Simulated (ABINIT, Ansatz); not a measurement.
# NaF (Villiaumite): Raman and infrared activity, part 3 of 3

Which lines does NaF (Villiaumite) show in Raman and infrared spectra?

ABINIT 10.8.3; DFT LDA, scalar-relativistic, plane waves, PseudoDojo norm-conserving pseudopotentials.

So far. Step 5 (Linear response at Γ): The acoustic modes at Γ come out as far as 7.2 cm⁻¹ from zero, where they should vanish, a small numerical error; the Born charges miss their sum rule by 4.8e-4 e, which is good. Step 6 (Modes with the sum rule): The rule moves no optical mode by more than 0.1 cm⁻¹.

The database entry behind the starting cell differs from later determinations by our own check (0.1 to 0.3 % short, probably kX units), so it need not match the best structure at ambient conditions.

**8. Cross-check with Ansatz**

The same cell, potentials and cutoff go through another code, on another k mesh. Its k mesh is centred on Γ.

This step: DFT LDA, scalar-relativistic, plane waves, PseudoDojo norm-conserving pseudopotentials (Ansatz 0.2.0).

Input file input.yaml:

```yaml
crystal:
  lattice:
    - [0.0, 2.2509074405, 2.2509074405]
    - [2.2509074405, 0.0, 2.2509074405]
    - [2.2509074405, 2.2509074405, 0.0]
  atoms:
    - { symbol: Na, position: [0.0, 0.0, 0.0] }
    - { symbol: F, position: [0.5, 0.5, 0.5] }
kpoints:
  mp_grid: { grid: [8, 8, 8] }
hamiltonian:
  xc: lda
  pseudopotentials: { kind: nc, accuracy: standard }
scf:
  occupations: { method: fixed }
output:
  eigenvalues: true
basis:
  ecutwfc: 1034.033
phonons:
  method: dfpt
  dielectric: true
  rigid_motions: translations
  raman: true
```

Launch:

```sh
$ ansatz run input.yaml --threads 4 --pin off --max-ram 8192MiB --backend cpu --events-out ev --progress --plain --runs-dir out
```

What it wrote:

```text
Warning: basis.ecutwfc = 1034.033 eV is below the records' recommended 1197.300995 eV, and the density's cutoff is lower with it unless basis.ecutrho_ratio is high enough to keep the records' density cutoff: compare with a run at a higher cutoff
Engine: ansatz 0.2.0, x86_64-unknown-linux-gnu
Pseudopotentials: kind: nc
Pseudopotential: Na, nc, valence charge 9, recommended cutoff 1197.300995 eV (normal), Na.nc.azcp (PseudoDojo's, or run here from an input of PseudoDojo's; its table is named by hamiltonian.pseudopotentials.accuracy)
Pseudopotential: F, nc, valence charge 7, recommended cutoff 1142.878222 eV (normal), F.nc.azcp (PseudoDojo's, or run here from an input of PseudoDojo's; its table is named by hamiltonian.pseudopotentials.accuracy)
Functional definition: SPW92
  exchange = slater_x
  correlation = pw_c
Crystal: 2 atoms, lattice volume = 22.809 Å³
Basis set: ecut = 1034.033 eV, 1759 PW (Γ), exchange–correlation on 72×72×72 points (8 copies of the dense FFT grid, shifted against one another)
Bands: 12, of which v1, the nominal top of the filled ones, is band 8 counted from 1 (7 counted from 0)
Symmetry: 48 space group operations
k-points: 59 of 512 (irreducible under 8 space group operations, time reversal used)
Non-local potential: Na, projectors of the file, l = 0: 2, l = 1: 2
Non-local potential: F, projectors of the file, l = 0: 2, l = 1: 2, l = 2: 1
Initial density: superposition of atomic densities (chi_scale 0.1, normalization cell, long waves kept (reshape's long-wave potential 0.00 eV rms))
Initial wavefunctions: pseudopotential atomic-orbital guess
Functional: x = slater, c = lda
SCF iter   1: F=—  HF=-1916.155967 eV  |F-HF|=—  |Δ(HF+E_count)|=         —  Δρ=2.27e-1  dr2=7.60e0  ethr=3.10e-3  ⟨swp⟩=4.9  Hψ=3629  notcnv=0  defer=111
preconditioner: auto → none  [insulator: Δε(μ)=3.654 eV  Ē_g=27.665 eV  n_scr=8 (ndim 8)  ℏωp=29.1 eV  f_vac=0.000  ε∞_Penn≈2.1]
SCF iter   2: F=—  HF=-1913.645109 eV  |F-HF|=—  |Δ(HF+E_count)|=    2.51e0  Δρ=1.04e-1  dr2=1.41e0  ethr=3.10e-3  ⟨swp⟩=3.3  Hψ=2024  notcnv=0  defer=116
SCF iter   3: F=—  HF=-1913.215900 eV  |F-HF|=—  |Δ(HF+E_count)|=   4.29e-1  Δρ=1.97e-2  dr2=6.18e-2  ethr=3.10e-3  ⟨swp⟩=2.5  Hψ=1166  notcnv=0  defer=116
SCF iter   4: F=—  HF=-1913.189716 eV  |F-HF|=—  |Δ(HF+E_count)|=   2.62e-2  Δρ=7.69e-3  dr2=4.24e-3  ethr=3.86e-4  ⟨swp⟩=2.2  Hψ=1210  notcnv=0  defer=116
SCF iter   5: F=—  HF=-1913.188817 eV  |F-HF|=—  |Δ(HF+E_count)|=   8.98e-4  Δρ=6.62e-4  dr2=9.52e-5  ethr=2.65e-5  ⟨swp⟩=2.3  Hψ=920  notcnv=0  defer=116
SCF iter   6: F=—  HF=-1913.188799 eV  |F-HF|=—  |Δ(HF+E_count)|=   1.82e-5  Δρ=1.91e-4  dr2=6.43e-6  ethr=5.95e-7  ⟨swp⟩=2.2  Hψ=957  notcnv=0  defer=102
SCF iter   7: F=—  HF=-1913.188794 eV  |F-HF|=—  |Δ(HF+E_count)|=   5.13e-6  Δρ=2.07e-5  dr2=2.53e-8  ethr=4.02e-8  ⟨swp⟩=2.2  Hψ=910  notcnv=0  defer=5
SCF iter   8: F=—  HF=-1913.188800 eV  |F-HF|=—  |Δ(HF+E_count)|=   5.83e-6  Δρ=5.37e-6  dr2=4.81e-9  ethr=1.58e-10  ⟨swp⟩=2.1  Hψ=984  notcnv=0
SCF iter   9: F=-1913.188800 eV  HF=-1913.188800 eV  |F-HF|=1.02e-11  |Δ(HF+E_count)|=   1.52e-9  Δρ=4.76e-7  dr2=1.34e-11  ethr=1.00e-12  ⟨swp⟩=6.3  Hψ=4538  notcnv=0
SCF 1 converged in 9 iterations: F = -1913.188800 eV  dr2 = 1.34e-11
DFPT response loops at Γ: preconditioner auto → none (the input reference at scf.mixing.eps_inf says where Resta's filter doesn't serve); β = 0.50; Broyden in place of MSR1
── the response to a field inside a basis, on 8×8×8 k-points: an SCF that follows is theirs, and a resumed run solves both again ──
Bands: 9, of which v1, the nominal top of the filled ones, is band 8 counted from 1 (7 counted from 0)
k-points: 60 of 512 (irreducible under 12 space group operations)
Initial density: handed on by an earlier stage of this run
Initial wavefunctions: pseudopotential atomic-orbital guess (no wavefunctions were taken with the density)
Eigensolver: Dense (60 Hₖ)
SCF iter   1: F=—  HF=-1913.190141 eV  |F-HF|=—  |Δ(HF+E_count)|=         —  Δρ=6.19e-4  dr2=6.70e-6  ethr=1.00e-1
preconditioner: auto → none  [insulator: Δε(μ)=6.647 eV  Ē_g=21.935 eV  n_scr=8 (ndim 8)  ℏωp=29.1 eV  f_vac=0.077  ε∞_Penn≈2.8]
SCF iter   2: F=—  HF=-1913.190141 eV  |F-HF|=—  |Δ(HF+E_count)|=   3.34e-7  Δρ=2.86e-4  dr2=1.17e-6  ethr=4.19e-8
SCF iter   3: F=—  HF=-1913.190142 eV  |F-HF|=—  |Δ(HF+E_count)|=   5.32e-7  Δρ=7.41e-5  dr2=2.75e-7  ethr=7.32e-9
SCF iter   4: F=—  HF=-1913.190142 eV  |F-HF|=—  |Δ(HF+E_count)|=   3.79e-8  Δρ=1.94e-5  dr2=1.13e-8  ethr=1.72e-9
SCF iter   5: F=—  HF=-1913.190142 eV  |F-HF|=—  |Δ(HF+E_count)|=   1.31e-9  Δρ=2.83e-6  dr2=1.39e-10  ethr=7.04e-11
SCF iter   6: F=-1913.190142 eV  HF=-1913.190142 eV  |F-HF|=9.09e-13  |Δ(HF+E_count)|=  1.15e-10  Δρ=1.27e-7  dr2=2.80e-13  ethr=1.00e-12
SCF 1 converged in 6 iterations: F = -1913.190142 eV  dr2 = 2.80e-13
DFPT response loops at Γ: mixed as the last ones told, above
DFPT response loops at Γ: mixed as the last ones told, above
DFPT response loops at Γ: mixed as the last ones told, above
SCF converged after 9 iterations
Free energy (F): -1913.188800 eV
Harris-Foulkes:  -1913.188800 eV  (|F-HF|=1.02e-11)
Internal energy: -1913.188800 eV  (E = F + TS)
E sigma→0 (E₀):  -1913.188800 eV
Fermi energy:    1.164665 eV
--- Per-component energies (eV) ---
  E_band       = -226.813304
  E_kinetic    = 1197.940146
  E_local      = -1719.892047  (includes V_loc(G=0)·N_el)
  E_nonlocal   = -479.042508
  E_hartree    = 591.287072
  E_xc         = -330.641904
  E_vxc        = -408.392913  (∫ρ·V_xc dr)
  E_ewald      = -1172.839560
  E_smearing   = -0.000000  (= −TS)
  E_closure    = 0.000000  (closes the sum)
  Σ components = -1913.188800   (vs F -1913.188800, Δ=0.00e0)
--- Band table (eV; the first three rows and the last of 59) ---
  k-point 0: bands = [... 4 lower, -17.3854, 1.1647, 1.1647, 1.1647, 7.6445, 20.4269, 20.4269, 20.4269]
  k-point 1: bands = [... 4 lower, -17.1155, 0.8200, 1.1182, 1.1182, 8.2285, 18.6102, 20.6985, 20.6985]
  k-point 2: bands = [... 4 lower, -16.7710, 0.1227, 1.0077, 1.0077, 9.6056, 16.4995, 21.3158, 21.3158]
  k-point 58: bands = [... 4 lower, -16.8083, 0.1596, 0.1596, 0.4942, 14.5735, 14.5735, 17.0124, 18.7496]
--- Phonons (Γ-DFPT): 2 representative perturbations + reference, on 59 of 512 k-points (Σ response iterations 6) ---
  k mesh reduced under 8 symmetry operations, with k and −k counted as one. Each operation leaves every solved perturbation unchanged. A smaller set is not considered because the run solves the response to a homogeneous field
  ASR residual: 7.356e-4 → 0.000e0 eV/Å²; symmetrization residual: 4.338e-6 eV/Å²
  ASR residual per site (eV/Å²): 7.36e-4 4.05e-4
  Γ frequencies (cm⁻¹): 0.00 0.00 0.00 276.15 276.15 276.15
  ε∞ (high-frequency dielectric tensor):
        1.931505     0.000000    -0.000000
        0.000000     1.931505    -0.000000
       -0.000000     0.000000     1.931505
  ε⁰ (static dielectric tensor: ions relaxed, cell fixed):
        4.644881     0.000000     0.000000
        0.000000     4.644881    -0.000000
        0.000000     0.000000     4.644881
  ε⁰ − ε∞ (ionic part):
        2.713376     0.000000     0.000000
        0.000000     2.713376     0.000000
        0.000000     0.000000     2.713376
  softest optical mode at Γ: 276.15 cm⁻¹; the repairs (sum rule, projections) moved no ω² at Γ by more than (3.01 cm⁻¹)²
  Born effective charges Z* (e; rows j = field, columns β = displacement):
    site 0:
         0.99886   -0.00000    0.00000
         0.00000    0.99886    0.00000
         0.00000   -0.00000    0.99886
    site 1:
        -0.99886    0.00000   -0.00000
        -0.00000   -0.99886   -0.00000
         0.00000    0.00000   -0.99886
  Z* charge neutrality: 6.450e-5 e pre-enforcement
  k-mesh period / interband length: 25.5 Å / 0.88 Å = 28.91 at k = (0.0000, 0.0000, 0.0000), direct gap 6.480 eV — 14 or more, which is no proof of convergence
  Raman tensors (in the event stream and the table raman_tensors.tsv): an entry may err by 1.1e-4 Å², one of the second-order susceptibility by 7.9e-21 pm/V (basis, points and sum rule); their sum over the sites missed zero by 2.912e-22 Å² ahead of its enforcement
  optical modes at Γ without the LO–TO term, one row a degenerate level:
      ω (cm⁻¹)  modes    IR ((D/Å)²/amu)  static Raman (Å⁴/amu)  depolarisation
        276.15      3             6.6385                 0.0000               —
  optical modes at Γ + LO–TO along q̂ = [1.0000, 0.0000, 0.0000]:
      ω (cm⁻¹)  modes    IR ((D/Å)²/amu)  static Raman (Å⁴/amu)  depolarisation
        276.15      2             4.4257                 0.0000               —
        428.24      1             2.2128                 0.0000               —
  optical modes at Γ + LO–TO along q̂ = [0.0000, 1.0000, 0.0000]:
      ω (cm⁻¹)  modes    IR ((D/Å)²/amu)  static Raman (Å⁴/amu)  depolarisation
        276.15      2             4.4257                 0.0000               —
        428.24      1             2.2128                 0.0000               —
  optical modes at Γ + LO–TO along q̂ = [0.0000, 0.0000, 1.0000]:
      ω (cm⁻¹)  modes    IR ((D/Å)²/amu)  static Raman (Å⁴/amu)  depolarisation
        276.15      2             4.4257                 0.0000               —
        428.24      1             2.2128                 0.0000               —
```

Elapsed: 49 s, on 4 threads of Intel Xeon at 2.70GHz, shared host; peak memory 0.71 GiB.

This step gave:

```yaml
sum_rule_residual_before_enforcement: 7.36e-4 eV/Å²
miss_of_the_charge_sum_rule: 6.45e-5 e
highest_optical_zone_centre_mode_no_lo_to_term: 276.1 cm⁻¹
lowest_optical_zone_centre_mode: 276.1 cm⁻¹
mean_high_frequency_dielectric_constant: 1.931
largest_born_charge_in_size_third_of_the_trace: 0.9989 e
mean_static_dielectric_constant: 4.645
```

Transverse modes. Lines of the infrared spectrum (strongest = 100):

| position (cm⁻¹) | label | IR intensity ((D/Å)²/amu), degenerate modes summed, relative |
| --- | --- | --- |
| 276 | T1u | 100 |

**9. Side by side: ABINIT PseudoDojo and Ansatz, PseudoDojo**

Numbers from this step:

```
root-mean-square difference : 0.05 cm⁻¹
largest difference          : 0.05 cm⁻¹
```

Frequencies side by side, by row:

| q (reciprocal lattice) | mode | ABINIT PseudoDojo (cm⁻¹) | Ansatz, PseudoDojo (cm⁻¹) |
| --- | --- | --- | --- |
| 0 0 0 | 1 | 0 | 0 |
| 0 0 0 | 2 | 0 | 0 |
| 0 0 0 | 3 | 0 | 0 |
| 0 0 0 | 4 | 276.2 | 276.1 |
| 0 0 0 | 5 | 276.2 | 276.1 |
| 0 0 0 | 6 | 276.2 | 276.1 |

The two runs side by side. Further quantities:

| quantity | ABINIT PseudoDojo | Ansatz, PseudoDojo |
| --- | --- | --- |
| mean ε∞ | 1.932 | 1.931 |
| largest Born charge in size (e; the first before, the second after the charge sum rule) | 0.999 | 0.999 |
| summed IR intensity ((D/Å)²/amu) | 6.637 | 6.638 |
| summed Raman activity (Å⁴/amu) | 0 | 0 |

At the zone centre the largest difference (acoustic modes at Γ apart) is 0.02 % of the highest mode.

**10. Outcome**

* space group after relaxation: Fm-3m
* volume per atom: 11.4 Å³
* highest optical zone-centre mode (no LO-TO term): 276.2 cm⁻¹
* highest mode moved by the LO-TO term: 428.2 cm⁻¹
* mean high-frequency dielectric constant: 1.93
* largest Born charge in size (third of the trace): 0.999 e
* mean static dielectric constant: 4.64
* imaginary optical modes at the zone centre (no q mesh in this session): none
* largest difference from Ansatz, PseudoDojo: 0.05 cm⁻¹

In words: No mode is Raman active in this structure; the strongest infrared line lies at 276 cm⁻¹. At the LDA level the optical modes of NaF (Villiaumite) at the zone centre (no LO-TO term) lie at 276 cm⁻¹. The base run prints -0.98 GPa, mostly the error of a finite basis; the relaxation, with a smoothed and higher cutoff, had brought the cell to rest. Along the directions run, the highest mode that the macroscopic field moves lies at 428 cm⁻¹. Lattice motion raises the mean dielectric constant from 1.932 to 4.643. The Born charge of F is -0.9985 e against a formal charge of -1, close to the ionic value. The Lyddane-Sachs-Teller relation holds: (ωLO/ωTO)² is 2.40 and ε₀/ε∞ is 2.40. ABINIT PseudoDojo and Ansatz, PseudoDojo agree to 0.05 cm⁻¹ (0.02 % of the highest mode compared) on all solved modes but the acoustic ones at Γ, without the LO-TO term. These are harmonic frequencies at zero temperature: anharmonic shifts and linewidths and thermal expansion are left out. Ansatz warns that the cutoff lies 14 % under the one recommended for these files; agreement at one cutoff is not convergence.

[Host names and launcher messages were left out of these logs when they were recorded.]

[Logs are printed without paths, hosts, clocks, repeated set-up lines and the standing remarks that a program may print on its own settings, such as how far it seeks lower states.]

[Hosts, paths, dates, database ids (printed as entryN), source tags and the programs' standing remarks are cut or masked in the printed files.]
